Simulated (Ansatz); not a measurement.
PbF2 (Fluorocronite):

```
Pb F
1.0
     0.00000    2.96366    2.96366
     2.96366    0.00000    2.96366
     2.96366    2.96366    0.00000
Pb F
1 2
Direct
  0.00000 0.00000 0.00000
  0.75000 0.75000 0.75000
  0.25000 0.25000 0.25000
```

Base run:

```yaml
Program: Ansatz 0.2.0
Functional: PBEsol
Potentials_or_basis: all-electron LAPW, non-relativistic
Cutoff: 241 eV
Density_cutoff: 962 eV
Basis_error_allowed: 0.002 eV/atom
k_mesh: 8 × 8 × 8
Occupations: fermi-dirac, width 0.05 eV
Spin: no spin polarisation
```

Its results: band gap on the k mesh 2.19 eV, indirect (least direct gap 2.29 eV); pressure 3.2 GPa.

Problem. The run is repeated on the same cell with these changes: potentials or basis from all-electron LAPW, non-relativistic to all-electron LAPW, scalar-relativistic; k mesh from 8 × 8 × 8 to 6 × 6 × 6. What comes out?

Solution. Band gap on the k mesh 4.32 eV, indirect (least direct gap 4.45 eV); pressure -1.1 GPa.

Caveats: spin-orbit coupling is left out, which as a rule narrows the gap of such compounds by several tenths of an eV; relativity is left out, which matters for the heavier elements (some runs).

Not every run made on this cell is shown here.
